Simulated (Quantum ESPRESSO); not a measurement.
# GaAs (F-43m) in Quantum ESPRESSO: reference runs, part 2 of 2

Quantum ESPRESSO 7.5. The steps go on from the part before.

## 3. Single point, PBE (atoms moved at random, drawn with an rms of 0.05 Å)

pw.in reads:

```
&CONTROL
  calculation = 'scf'
  prefix = 'pwscf'
  outdir = './tmp'
  pseudo_dir = './pseudo'
  tprnfor = .true.
  tstress = .true.
  disk_io = 'nowf'
/
&SYSTEM
  ibrav = 0
  nat = 2
  ntyp = 2
  ecutwfc = 70
  ecutrho = 560
  nbnd = 15
  occupations = 'smearing'
  smearing = 'fd'
  degauss = 0.00367493
/
&ELECTRONS
  conv_thr = 4d-10
  electron_maxstep = 120
  mixing_beta = 0.5
/
ATOMIC_SPECIES
As    74.9216 As.pbe-n-rrkjus_psl.0.2.UPF
Ga    69.7230 Ga.pbe-dn-kjpaw_psl.1.0.0.UPF
CELL_PARAMETERS angstrom
   0.0000000000    2.8268500000    2.8268500000
   2.8268500000    0.0000000000    2.8268500000
   2.8268500000    2.8268500000    0.0000000000
ATOMIC_POSITIONS crystal
As     0.7579050000    0.7397830000    0.7594210000
Ga     0.0096460000    0.0093300000   -0.0205510000
K_POINTS automatic
8 8 8 0 0 0
```

Potentials or basis: SSSP 1.3 efficiency PBE.

The run is started by

```bash
OMP_NUM_THREADS=1 pw.x -in pw.in > pw.out
```

pw.out:

```text
This program is part of the open-source Quantum ESPRESSO suite
     for quantum simulation of materials; please cite
         "P. Giannozzi et al., J. Phys.:Condens. Matter 21 395502 (2009);
         "P. Giannozzi et al., J. Phys.:Condens. Matter 29 465901 (2017);
         "P. Giannozzi et al., J. Chem. Phys. 152 154105 (2020);
     in publications or presentations arising from this work. More details at

     file Ga.pbe-dn-kjpaw_psl.1.0.0.UPF: wavefunction(s)  4S renormalized

     Subspace diagonalization in iterative solution of the eigenvalue problem:
     a serial algorithm will be used

     G-vector sticks info
     --------------------
     sticks:   dense  smooth     PW     G-vecs:    dense   smooth      PW
     Sum        2221    1099    313                68465    24045    3839

     Using Slab Decomposition

     bravais-lattice index     =            0
     lattice parameter (alat)  =       7.5547  a.u.
     unit-cell volume          =     304.8842 (a.u.)^3
     number of atoms/cell      =            2
     number of atomic types    =            2
     number of electrons       =        18.00
     number of Kohn-Sham states=           15
     kinetic-energy cutoff     =      70.0000  Ry
     charge density cutoff     =     560.0000  Ry
     scf convergence threshold =      4.0E-10
     mixing beta               =       0.5000
     number of iterations used =            8  plain     mixing
     Exchange-correlation= SLA  PW   PBX  PBC
                           (   1   4   3   4   0   0   0)

     celldm(1)=   7.554690  celldm(2)=   0.000000  celldm(3)=   0.000000
     celldm(4)=   0.000000  celldm(5)=   0.000000  celldm(6)=   0.000000

     crystal axes: (cart. coord. in units of alat)
               a(1) = (   0.000000   0.707107   0.707107 )
               a(2) = (   0.707107   0.000000   0.707107 )
[... 50 lines left out ...]
     Smooth grid:    24045 G-vectors     FFT dimensions: (  45,  45,  45)

     Initial potential from superposition of free atoms

     starting charge      17.9968, renormalised to      18.0000
     Starting wfcs are   13 randomized atomic wfcs +    2 random wfcs
     Checking if some PAW data can be deallocated...

     Self-consistent Calculation

     iteration #  1     ecut=    70.00 Ry     beta= 0.50
     Davidson diagonalization with overlap
     ethr =  1.00E-02,  avg # of iterations =  5.6

     Threshold (ethr) on eigenvalues was too large:
     Diagonalizing with lowered threshold

     Davidson diagonalization with overlap
     ethr =  2.51E-04,  avg # of iterations =  7.1

     total energy              =    -296.16175094 Ry
     estimated scf accuracy    <       0.05125403 Ry
[... 87 lines left out ...]
     iteration # 13     ecut=    70.00 Ry     beta= 0.50
     Davidson diagonalization with overlap
     ethr =  5.05E-12,  avg # of iterations =  2.3

     End of self-consistent calculation

     Number of k-points >= 100: set verbosity='high' to print the bands.

     the Fermi energy is     7.1421 ev

!    total energy              =    -296.17208628 Ry
     estimated scf accuracy    <          2.1E-10 Ry
     smearing contrib. (-TS)   =      -0.00001018 Ry
     internal energy E=F+TS    =    -296.17207611 Ry

     The total energy is F=E-TS. E is the sum of the following terms:
     one-electron contribution =    -119.70174067 Ry
     hartree contribution      =      75.20434678 Ry
     xc contribution           =     -47.43637175 Ry
     ewald contribution        =     -92.97836572 Ry
     one-center paw contrib.   =    -111.25994474 Ry

     convergence has been achieved in  13 iterations

     Forces acting on atoms (cartesian axes, Ry/au):

     atom    1 type  1   force =    -0.00604179   -0.02804127    0.02020250
     atom    2 type  2   force =     0.00604179    0.02804127   -0.02020250

     Total force =     0.049618     Total SCF correction =     0.000001

     Computing stress (Cartesian axis) and pressure

          total   stress  (Ry/bohr**3)                   (kbar)     P=       36.31
   0.00025422  -0.00010506   0.00014571           37.40      -15.45       21.43
  -0.00010506   0.00023955   0.00003272          -15.45       35.24        4.81
   0.00014571   0.00003272   0.00024678           21.43        4.81       36.30

=------------------------------------------------------------------------------=
   JOB DONE.
=------------------------------------------------------------------------------=
```

Wall time 3.6 min (1 thread of Intel Xeon 6975P-C (Granite Rapids), shared host); peak memory 0.47 GiB.

Results:

- Free energy: -4029.6265 eV
- Pressure: 3.6 GPa
- Largest force: 0.902 eV/Å
- Band gap on the k mesh: 0.21 eV, direct

Forces on the atoms (eV/Å):
```
As  -0.155 -0.721  0.519
Ga   0.155  0.721 -0.519
```

A k mesh can miss the band edges.

## 4. How close it comes

Step 2. Measured gap of GaAs: 1.418 eV (direct; 300 K; “Evidence of valence band perturbations in GaAsN/GaAs(001): A combined variable-angle spectroscopic ellipsometry and modulated photoreflectance investigation”, 2008, arxiv:0805.2212). This calculation gives 0.53 eV (-0.88 eV). 3 values of this kind are on record (1.412 to 1.51 eV); this one was drawn at random among those near their median, those with a stated uncertainty first. Spin-orbit coupling on As, Ga is left out. The value is that of PBE on a finite k mesh, which can miss the band edges, without temperature or zero-point motion. Semilocal functionals fall short of measured gaps as a rule.
